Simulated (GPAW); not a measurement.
TiC:

```
Ti C
1.0
     0.00000    2.16572    2.16572
     2.16572    0.00000    2.16572
     2.16572    2.16572    0.00000
Ti C
1 1
Direct
  0.00000 0.00000 0.00000
  0.50000 0.50000 0.50000
```

The cell is a database's computed one.

| Item | Value |
| --- | --- |
| Program | GPAW 26.7.0 |
| Task | relaxation of cell and atoms |
| Functional | BLYP |
| Potentials or basis | PAW data sets generated in the run's folder for this functional |
| Cutoff | 800 eV |
| Basis | pw |
| k mesh | 11 × 11 × 11 |
| Occupations | fermi-dirac, width 0.05 eV |
| Spin | no spin polarisation |

At the start: pressure 8.7 GPa; volume 10.16 Å³/atom.

**Question.** How do energy, volume and symmetry change on relaxing?

**Answer.** Over 3 steps the energy falls by 10.8 meV/atom and the volume is 10.51 Å³/atom (+3.5 %); space group Fm-3m (No. 225, to 0.05 Å).

Step by step:
```csv
step,energy change (eV),largest force (eV/Å),pressure (GPa),volume (Å³)
1,0.0000,0.0000,8.71,20.32
2,-0.0119,0.0000,5.61,20.56
3,-0.0216,0.0000,0.19,21.02
```

Final structure:
```
CELL_PARAMETERS angstrom
0.00000 2.19040 2.19040
2.19040 0.00000 2.19040
2.19040 2.19040 0.00000
ATOMIC_POSITIONS crystal
Ti 0.00000 0.00000 0.00000
C 0.50000 0.50000 0.50000
```

Caveat: later steps reuse the first step's grids.
